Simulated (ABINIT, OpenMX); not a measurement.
Ta: programs and potentials compared

```
Ta
1.0
    -1.65128    1.65128    1.65128
     1.65128   -1.65128    1.65128
     1.65128    1.65128   -1.65128
Ta
1
Direct
  0.00000 0.00000 0.00000
```

Alike in all runs: task band structure; functional LDA; k mesh 11 × 11 × 11; occupations fermi-dirac, width 0.05 eV; no spin polarisation; no spin-orbit coupling. LDA stands for any of its common fits. Pressure is positive in compression and, in plane waves, holds the error of the finite cutoff.

```csv
program and potentials,plane-wave cutoff (eV),notes,pressure (GPa)
"OpenMX, OpenMX 2013 LDA set, Ta7.0-s3p2d2f1, grid cutoff 400 Ry",-,atomic basis,-10.54
"ABINIT, JTH PAW PBE v2.0",626,potentials made for PBE,-9.55
"ABINIT, PseudoDojo NC SR LDA v0.4.1 standard",789,-,-10.67
```

The pressure spans -10.67 (ABINIT, PseudoDojo NC SR LDA v0.4.1 standard) to -9.55 GPa (ABINIT, JTH PAW PBE v2.0). The cell lies far from this level's equilibrium. Rows in atomic bases carry the error of their basis and grid, which can be large.

The functional is the same throughout but for its coding, so the spread measures potentials, basis and numerics; runs on potential files found faulty are left out.
